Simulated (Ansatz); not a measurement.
**Al₅Cu₃: competing structures**

Level of theory: DFT PBE, scalar-relativistic, plane waves, PAW in Ansatz. Settings: cutoff 420 eV, Γ-centred meshes spaced at most about 0.3 Å⁻¹, and about 0.25 Å⁻¹ or finer for metals (2π included), Gaussian smearing. No spin polarisation.

Formation energies are uncorrected and refer to the elements' standard structures at the same level.

Temperature and zero-point effects are left out. Larger cells and other orderings weren't all tried, so the list isn't exhaustive. For metals, differences of a few meV/atom aren't resolved.

Invented guesses were relaxed alike, and ends that match in structure were merged. ΔE counts from the first row. Coordination counts all near atoms (those within 1.25 times the shortest distance at each site; a plus sign parts nearer from farther groups; a slash parts the counts of unlike sites). The ends were matched against large subsets of the Crystallography Open Database and the Materials Project, so a missing match doesn't prove that a structure is unreported.

```csv
#,reached from,type and space group,atoms,Å³/atom,coordination,ΔE (meV/atom),gap on mesh (eV),in databases
1,a cell proposed by chemical analogy,R-3m (No. 166),8,15.4,"Al 4+6/5+6/6+6, Cu 8/8+3",0,0.00,no match
2,Zn5Pd3 type (P4/mmm),P4/mmm (No. 123),8,14.3,"Al 12, Cu 12",69,0.00,no match
3,Ti3Al5 type (P4/mmm),P4/mmm (No. 123),8,14.4,"Al 12, Cu 12",102,0.00,no match
4,a cell proposed by chemical analogy,P4/mmm (No. 123),8,14.4,"Al 12, Cu 12",109,0.00,no match
5,Ti3Al5 type (Pmmm),Pmmm (No. 47),8,14.4,"Al 12, Cu 12",113,0.00,no match
6,Li3Mg5 type (I4/mmm),I4/mmm (No. 139),8,14.4,"Al 12, Cu 12",121,0.00,no match
```

The lowest: Space group R-3m (No. 166), trigonal, a = 4.121 Å, c = 25.102 Å. Al on a site of symmetry 3m has 4 Cu at 2.52–2.56 Å and 6 Al at 2.86–2.90 Å; Al on a site of symmetry -3m is surrounded by 6 Cu at 2.51 Å and 6 Al at 2.97 Å; Al on a second site of symmetry 3m has 1 Cu at 2.41 Å, 4 Cu at 2.57 Å and 6 Al at 2.86–2.97 Å; Cu on a site of symmetry -3m has 8 Al at 2.41–2.52 Å; Cu on a site of symmetry 3m is surrounded by 8 Al at 2.51–2.57 Å and 3 Cu at 2.86 Å. Its energy over the elements is −0.19 eV/atom. Whether it is stable depends on the other phases of the system, which aren't compared here. An observed structure of this formula, if there is one, may be missing.

Space group R-3m:H (No. 166). a = 4.121 Å, b = 4.121 Å, c = 25.102 Å, α = 90.00°, β = 90.00°, γ = 120.00°
| atom | site | symmetry | x | y | z |
| --- | --- | --- | --- | --- | --- |
| Al | 6c | 3m | 0.6667 | 0.3333 | 0.1338 |
| Al | 3a | -3m | 0.0000 | 0.0000 | 0.0000 |
| Al | 6c | 3m | 0.3333 | 0.6667 | 0.0706 |
| Cu | 3b | -3m | 0.3333 | 0.6667 | 0.1667 |
| Cu | 6c | 3m | 0.0000 | 0.0000 | 0.3016 |

The second: Space group P4/mmm (No. 123), tetragonal, a = 2.814 Å, c = 14.416 Å. Around Al on a site of symmetry 4mm lie 4 Cu at 2.62 Å and 8 Al at 2.81–2.89 Å; around Al on a second site of symmetry 4mm lie 8 Cu at 2.61–2.62 Å and 4 Al at 2.81 Å; Al on a site of symmetry 4/mmm has 12 Al at 2.81–2.89 Å; around Cu on a site of symmetry 4mm lie 8 Al at 2.61–2.62 Å and 4 Cu at 2.81 Å; 1 more site not described. Counting all near atoms, the first has Al 4+6/5+6/6+6, Cu 8/8+3 and the second has Al 12, Cu 12. Cells relaxed within their symmetry can be saddle points.

```cif
data_structure
_symmetry_space_group_name_H-M 'P 1'
_symmetry_Int_Tables_number 1
_cell_length_a 2.8142
_cell_length_b 2.8142
_cell_length_c 14.4161
_cell_angle_alpha 90.000
_cell_angle_beta 90.000
_cell_angle_gamma 90.000
_cell_volume 114.17
loop_
_atom_site_label
_atom_site_type_symbol
_atom_site_fract_x
_atom_site_fract_y
_atom_site_fract_z
_atom_site_occupancy
Al1 Al 0.00000 0.00000 0.85457 1
Al2 Al 0.00000 0.00000 0.14543 1
Al3 Al 0.00000 0.00000 0.38155 1
Al4 Al 0.00000 0.00000 0.61845 1
Al5 Al 0.50000 0.50000 0.00000 1
Cu1 Cu 0.50000 0.50000 0.26388 1
Cu2 Cu 0.50000 0.50000 0.50000 1
Cu3 Cu 0.50000 0.50000 0.73613 1
```

Some structure types and database cells were kept out of the candidates from the start, so a known form may be missing.
